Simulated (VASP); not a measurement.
# SnS2 (P-3m1) in VASP: a series of runs

One crystal, SnS2, is run at these levels: PBE+D3(BJ); tasks: relaxation of cell and atoms, single point.

Program: VASP 6.6.1. These are calculated values, not measurements. Logs are shortened: lines on timing, memory, paths and dates and some standing lists are left out, and cuts for length are marked.

## 1. The crystal as given

Symmetry: P-3m1, No. 164, trigonal system. The conventional cell has a = 3.674 Å, b = 3.674 Å, c = 6.229 Å, α = 90.00°, β = 90.00°, γ = 120.00°. Around Sn (site symmetry -3m) lie 6 S at 2.58 Å. S (site symmetry 3m) is surrounded by 3 Sn at 2.58 Å.

The cell is a database's computed one.

## 2. Relaxation of cell and atoms, PBE+D3(BJ)

INCAR

```
PREC = Accurate
ENCUT = 600
EDIFF = 1E-6
ISMEAR = 0
SIGMA = 0.02
LREAL = F
LASPH = T
NELM = 100
ALGO = Fast
ISIF = 3
LWAVE = F
LCHARG = F
GGA = PE
IVDW = 12
IBRION = 2
NSW = 100
EDIFFG = -0.01
```

KPOINTS

```
regular mesh
0
Gamma
  9 9 6
```

POSCAR

```
SnS2
1.0
    3.6743056800      0.0000000000      0.0000000000
   -1.8371528400      3.1820418800      0.0000000000
    0.0000000000      0.0000000000      6.2288317700
Sn S
1 2
Direct
    0.0000000000      0.0000000000      0.0000000000
    0.3333333400      0.6666666900      0.2346534700
    0.6666666900      0.3333333400      0.7653465300
```

Potentials or basis: VASP PAW PBE potentials, release 64 (Sn_d, S).

Launch:

```
cat potpaw_PBE.64/Sn_d/POTCAR potpaw_PBE.64/S/POTCAR > POTCAR
mpirun -np 1 vasp_std > vasp.out
```

OUTCAR:

```text
PREC = Accurate
   ENCUT = 600
   EDIFF = 1E-6
   ISMEAR = 0
   LREAL = F
   LASPH = T
   NELM = 100
   ISIF = 3
   GGA = PE
   IVDW = 12
   IBRION = 2
   NSW = 100
   EDIFFG = -0.01
 IVDW          = 12

 ion  position               nearest neighbor table
   1  0.000  0.000  0.000-   3 2.58   3 2.58   2 2.58   2 2.58   2 2.58   3 2.58
   2  0.333  0.667  0.235-   1 2.58   1 2.58   1 2.58
   3  0.667  0.333  0.765-   1 2.58   1 2.58   1 2.58

  LATTYP: Found a hexagonal cell.
 ALAT       =     3.6743056800
 C/A-ratio  =     1.6952404923

  Lattice vectors:

 A1 = (   3.6743056800,   0.0000000000,   0.0000000000)
 A2 = (  -1.8371528400,   3.1820418800,   0.0000000000)
 A3 = (   0.0000000000,   0.0000000000,   6.2288317700)

Analysis of symmetry for initial positions (statically):
=====================================================================
 Subroutine PRICEL returns:
 Original cell was already a primitive cell.

 Routine SETGRP: Setting up the symmetry group for a
 hexagonal supercell.

 Subroutine GETGRP returns: Found 12 space group operations
 (whereof 12 operations were pure point group operations)
 out of a pool of 24 trial point group operations.

The static configuration has the point symmetry D_3d.

Analysis of symmetry for dynamics (positions and initial velocities):
=====================================================================
 Subroutine PRICEL returns:
 Original cell was already a primitive cell.

 Routine SETGRP: Setting up the symmetry group for a
 hexagonal supercell.

 Subroutine GETGRP returns: Found 12 space group operations
 (whereof 12 operations were pure point group operations)
 out of a pool of 24 trial point group operations.

The dynamic configuration has the point symmetry D_3d.

 Subroutine INISYM returns: Found 12 space group operations
 (whereof 12 operations are pure point group operations),
 and found     1 'primitive' translations

----------------------------------------------------------------------------------------

                                     Primitive cell

  volume of cell :      72.8262

  direct lattice vectors                    reciprocal lattice vectors
     3.674305680  0.000000000  0.000000000     0.272160263  0.157131810  0.000000000
    -1.837152840  3.182041880  0.000000000     0.000000000  0.314263620  0.000000000
     0.000000000  0.000000000  6.228831770     0.000000000  0.000000000  0.160543748

  length of vectors
     3.674305680  3.674305524  6.228831770     0.314263607  0.314263620  0.160543748

  position of ions in fractional coordinates (direct lattice)
     0.000000000  0.000000000  0.000000000
     0.333333340  0.666666690  0.234653470
     0.666666690  0.333333340  0.765346530

  ion indices of the primitive-cell ions
   primitive index   ion index
                 1           1
                 2           2
                 3           3

----------------------------------------------------------------------------------------

 KPOINTS: regular mesh

Automatic generation of k-mesh.
 Grid dimensions read from file:
 generate k-points for:    9    9    6

 Generating k-lattice:

  Cartesian coordinates                     Fractional coordinates (reciprocal lattice)
     0.030240029  0.017459090  0.000000000     0.111111111  0.000000000  0.000000000
     0.000000000  0.034918180  0.000000000     0.000000000  0.111111111  0.000000000
     0.000000000  0.000000000  0.026757291     0.000000000  0.000000000  0.166666667

  Length of vectors
     0.034918179  0.034918180  0.026757291

  Shift w.r.t. Gamma in fractional coordinates (k-lattice)
     0.000000000  0.000000000  0.000000000

 Subroutine IBZKPT returns following result:
 ===========================================

 Found     62 irreducible k-points:

 Following reciprocal coordinates:
            Coordinates               Weight
  0.000000  0.000000  0.000000      1.000000
  0.111111 -0.000000  0.000000      6.000000
  0.222222  0.000000  0.000000      6.000000
  0.333333  0.000000  0.000000      6.000000
  0.444444  0.000000  0.000000      6.000000
  0.111111  0.111111  0.000000      6.000000
[... 16 lines left out ...]
  0.222222  0.111111  0.166667     12.000000
 -0.111111  0.333333  0.166667     12.000000
 [... further k-points ...]
   k-points           NKPTS =     62   k-points in BZ     NKDIM =     62   number of bands    NBANDS=     17
   number of dos      NEDOS =    301   number of ions     NIONS =      3
   total plane-waves  NPLWV =  45000
   dimension x,y,z NGX =    30 NGY =   30 NGZ =   50
   dimension x,y,z NGXF=    60 NGYF=   60 NGZF=  100
   ions per type =               1   2
   NGX,Y,Z   is equivalent  to a cutoff of  13.57, 13.57, 13.34 a.u.
   NGXF,Y,Z  is equivalent  to a cutoff of  27.15, 27.15, 26.69 a.u.
 SYSTEM =  unknown system
   PREC   = accura    normal or accurate (medium, high low for compatibility)
   ISTART =      0    job   : 0-new  1-cont  2-samecut
   ICHARG =      2    charge: 1-file 2-atom 10-const
   ISPIN  =      1    spin polarized calculation?
   LNONCOLLINEAR =      F non collinear calculations
   LSORBIT =      F    spin-orbit coupling
   LASPH  =      T    aspherical Exc in radial PAW
   ENCUT  =  600.0 eV  44.10 Ry    6.64 a.u.   7.34  7.34 12.44*2*pi/ulx,y,z
   NELM   =    100;   NELMIN=  2; NELMDL= -5     # of ELM steps
   EDIFF  = 0.1E-05   stopping-criterion for ELM
   LREAL  =      F    real-space projection
   EDIFFG = -.1E-01   stopping-criterion for IOM
   NSW    =    100    number of steps for IOM
   IBRION =      2    ionic relax: 0-MD 1-quasi-New 2-CG
   NFREE  =      1    steps in history (QN), initial steepest desc. (CG)
   ISIF   =      3    stress and relaxation
   ISYM   =      2    0-nonsym 1-usesym 2-fastsym
   POTIM  = 0.5000    time-step for ionic-motion
   TEBEG  =    0.0;   TEEND  =   0.0 temperature during run
   PSTRESS=    0.0 pullay stress
   NELECT =      26.0000    total number of electrons
   NUPDOWN=      -1.0000    fix difference up-down
   EMIN   =  10.00;   EMAX   =-10.00  energy-range for DOS
   EFERMI =   0.00;   METHOD = LEGACY
   ISMEAR =     0;   SIGMA  =   0.02  broadening in eV -4-tet -1-fermi 0-gaus
   EFERMI_NEDOS =   21; number of points for ismear=-14 and -15
   IALGO  =     68    algorithm
   IMIX   =      4    mixing-type and parameters
     AMIX     =   0.40;   BMIX     =  1.00
     AMIX_MAG =   1.60;   BMIX_MAG =  1.00
  volume/ion in A,a.u.               =      24.28       163.82
  Fermi-wavevector in a.u.,A,eV,Ry     =   1.161368  2.194668 18.351221  1.348777
  Thomas-Fermi vector in A             =   2.297941
   LORBIT       =      0    0 simple, 1 ext, 2 COOP (PROOUT), +10 PAW based schemes
   GGA     = PE    functional components
   LHFCALC =     F    Hartree Fock is set to
   AEXX    =    0.0000 exact exchange contribution
   IVDW    =    12    specifies the selected vdW correction
   LEPSILON=     F    determine dielectric tensor
   LRPA    =     F    only Hartree local field effects (RPA)
 conjugate gradient relaxation of ions
 non-spin polarized calculation
 RMM-DIIS sequential band-by-band and
 Gauss-broadening in eV      SIGMA  =   0.02
  energy-cutoff  :      600.00
  volume of cell :       72.83
 maximum number of plane-waves:      2455
 NGX is ok and might be reduce to    30
   NGX = 15   NGY = 15   NGZ = 25

--------------------------------------- Ionic step        1  -------------------------------------------

 number of electron      25.9999996 magnetization

 Free energy of the ion-electron system (eV)
  ---------------------------------------------------
  ext. energy  EPLUGINS =         0.00000000
  ---------------------------------------------------
  free energy    TOTEN  =       -13.19939586 eV

  energy without entropy =      -13.19939586  energy(sigma->0) =      -13.19939586

------------------------ aborting loop because EDIFF is reached ----------------------------------------

 Edisp (eV)   -0.90983

 E8    (eV) :    -0.3715

  FORCE on cell =-STRESS in cart. coord.  units (eV):
  Direction    XX          YY          ZZ          XY          YZ          ZX
  --------------------------------------------------------------------------------------
  -------------------------------------------------------------------------------------
  Total      -0.05299    -0.05299     0.09792     0.00000    -0.00000     0.00000
  in kB      -1.16568    -1.16568     2.15419     0.00000    -0.00000     0.00000
  external pressure =       -0.06 kB  Pullay stress =        0.00 kB
[... 100 lines left out ...]
  FREE ENERGIE OF THE ION-ELECTRON SYSTEM (eV)
  ---------------------------------------------------
  free  energy   TOTEN  =       -14.1138268139 eV

  energy  without entropy=      -14.1138268139  energy(sigma->0) =      -14.11382681

[... ionic steps 4 to 11 ...]

--------------------------------------- Ionic step       12  -------------------------------------------

 number of electron      25.9999990 magnetization

------------------------ aborting loop because EDIFF is reached ----------------------------------------

 Edisp (eV)   -0.98792

 E8    (eV) :    -0.4037
[... 71 lines left out ...]
  energy  without entropy=      -14.1369281853  energy(sigma->0) =      -14.13692819

--------------------------------------- Ionic step       14  -------------------------------------------

 number of electron      25.9999990 magnetization

 Free energy of the ion-electron system (eV)
  ---------------------------------------------------
  ext. energy  EPLUGINS =         0.00000000
  ---------------------------------------------------
  free energy    TOTEN  =       -13.15581561 eV

  energy without entropy =      -13.15581561  energy(sigma->0) =      -13.15581561

 E-fermi :   4.9091     XC(G=0):  -9.6515

 val. band max:        4.7980336752   @ k =   0.0000   0.0000   0.0000
 cond. band min:       6.0675837860   @ k =   0.0000   0.4444   0.3333
 fundamental gap:      1.2695501108
 Fermi energy:         4.9091301386

 k-point     1 :       0.0000    0.0000    0.0000
  band No.  band energies     occupation
      1     -16.2097      2.00000
      2     -16.2097      2.00000
      3     -16.1705      2.00000
      4     -16.1443      2.00000
      5     -16.1443      2.00000
      6      -8.9932      2.00000
[... 9 lines left out ...]
     16      10.1412      0.00000
     17      10.1412      0.00000
[... 443 lines left out ...]
      1     -16.2484      2.00000
      2     -16.1889      2.00000
      3     -16.1649      2.00000
      4     -16.1452      2.00000
      5     -16.1261      2.00000
      6      -8.0529      2.00000
[... 9 lines left out ...]
     16      10.6189      0.00000
     17      11.6823      0.00000

 [... further k-points ...]

------------------------ aborting loop because EDIFF is reached ----------------------------------------

 Edisp (eV)   -0.98303

 E8    (eV) :    -0.4017

  FORCE on cell =-STRESS in cart. coord.  units (eV):
  Direction    XX          YY          ZZ          XY          YZ          ZX
  --------------------------------------------------------------------------------------
  -------------------------------------------------------------------------------------
  Total       0.01344     0.01344    -0.01320     0.00000     0.00000     0.00000
  in kB       0.31770     0.31770    -0.31201     0.00000     0.00000     0.00000
  external pressure =        0.11 kB  Pullay stress =        0.00 kB
[... 18 lines left out ...]
  FREE ENERGIE OF THE ION-ELECTRON SYSTEM (eV)
  ---------------------------------------------------
  free  energy   TOTEN  =       -14.1388505528 eV

  energy  without entropy=      -14.1388505528  energy(sigma->0) =      -14.13885055

 reached required accuracy - stopping structural energy minimisation
```

It took 8.7 min on 1 thread of Intel Xeon 6975P-C (Granite Rapids), shared host; peak memory 0.28 GiB.

What came out:

- Free energy: -14.1389 eV
- Relaxed volume: 22.60 Å³/atom
- Relaxed cell: a = 3.667 Å, b = 3.667 Å, c = 5.821 Å, α = 90.00°, β = 90.00°, γ = 120.00°
- Space group after relaxing (to 0.05 Å): P-3m1 (No. 164)
- Energy gained by relaxing: 9.9 meV/atom
- Ionic steps: 14
- Pressure after relaxing: 0.0 GPa
- Band gap on the k mesh: 1.27 eV, indirect (least direct gap 1.76 eV)
- Dispersion energy per atom: -0.328 eV

The path:
```csv
step,energy change (eV),largest force (eV/Å),pressure (GPa),volume (Å³)
1,0.0000,0.2394,-0.01,72.83
2,-0.0040,0.0996,-0.49,72.82
3,-0.0046,0.0208,-0.75,72.81
4,-0.0073,0.0318,-0.43,72.24
5,-0.0093,0.0423,-0.11,71.63
6,-0.0103,0.0633,0.56,70.42
7,-0.0104,0.0552,0.26,70.83
8,-0.0137,0.0581,0.25,70.48
9,-0.0220,0.0646,0.32,69.40
10,-0.0288,0.0775,0.76,67.22
11,-0.0287,0.0786,0.47,67.67
12,-0.0288,0.0775,0.52,67.46
13,-0.0277,0.1127,-0.86,68.29
14,-0.0296,0.0006,0.01,67.79
```

Final structure:
```cif
data_structure
_symmetry_space_group_name_H-M 'P 1'
_symmetry_Int_Tables_number 1
_cell_length_a 3.6669
_cell_length_b 3.6669
_cell_length_c 5.8213
_cell_angle_alpha 90.000
_cell_angle_beta 90.000
_cell_angle_gamma 120.000
_cell_volume 67.79
loop_
_atom_site_label
_atom_site_type_symbol
_atom_site_fract_x
_atom_site_fract_y
_atom_site_fract_z
_atom_site_occupancy
Sn1 Sn 0.00000 0.00000 0.00000 1
S1 S 0.33333 0.66667 0.25402 1
S2 S 0.66667 0.33333 0.74598 1
```

Caveat: spin-orbit coupling is left out, which moves the levels of the heavy elements; an odd mesh through Γ misses points on the zone boundary, where band edges often lie.

## 3. Single point, PBE+D3(BJ)

INCAR

```
PREC     = Accurate       # precision mode
ENCUT    = 520            # plane-wave cutoff, eV
EDIFF    = 1E-7           # SCF threshold, eV
ISMEAR   = 0              # smearing method
SIGMA    = 0.1            # smearing width, eV
LREAL    = False          # projectors in reciprocal space
LASPH    = True           # aspherical terms in the spheres
NELM     = 100            # most SCF steps
ALGO     = Normal         # electronic algorithm
ISIF     = 2              # what is computed and relaxed
LWAVE    = False          # write WAVECAR
LCHARG   = False          # write CHGCAR
GGA      = PE             # functional
IVDW     = 12             # dispersion correction
NBANDS   = 20             # bands
```

KPOINTS

```
regular mesh
0
Gamma
  6 6 4
```

POSCAR is that of step 2.

Potentials or basis: VASP PAW PBE potentials, release 64 (Sn_d, S).

Launch:

```
cat potpaw_PBE.64/Sn_d/POTCAR potpaw_PBE.64/S/POTCAR > POTCAR
mpirun -np 1 vasp_std > vasp.out
```

It took 18 s on 1 thread of Intel Xeon 6975P-C (Granite Rapids), shared host; peak memory 0.2 GiB.

Results (log left out):

| Quantity | Value |
| --- | --- |
| Free energy | -14.1036 eV |
| Pressure | 0.0 GPa |
| Largest force | 0.234 eV/Å |
| Band gap on the k mesh | 1.60 eV, indirect (least direct gap 1.89 eV) |
| Dispersion energy per atom | -0.303 eV |

Forces on the atoms (eV/Å):
```
Sn   0.000  0.000  0.000
S    0.000  0.000  0.234
S    0.000  0.000 -0.234
```

Stress tensor (GPa, compression positive):
```
-0.11  0.00  0.00
 0.00 -0.11  0.00
 0.00  0.00  0.13
```

Levels at points of the mesh, in eV from the valence-band top:
```csv
k point,band 10,band 11,band 12,band 13,band 14,band 15,band 16,band 17
"(0.00, 0.00, 0.00)",-0.51,-0.18,-0.18,-0.08,2.08,3.79,5.50,5.50
"(0.50, 0.00, 0.00)",-2.33,-2.29,-0.64,-0.19,1.75,4.68,6.31,6.47
"(0.00, 0.00, 0.50)",-0.55,-0.55,-0.11,-0.11,2.98,3.82,5.36,5.36
"(0.50, 0.00, 0.50)",-2.25,-1.73,-0.49,-0.36,1.60,4.89,5.88,6.50
```

Caveat: spin-orbit coupling is left out, which moves the levels of the heavy elements.
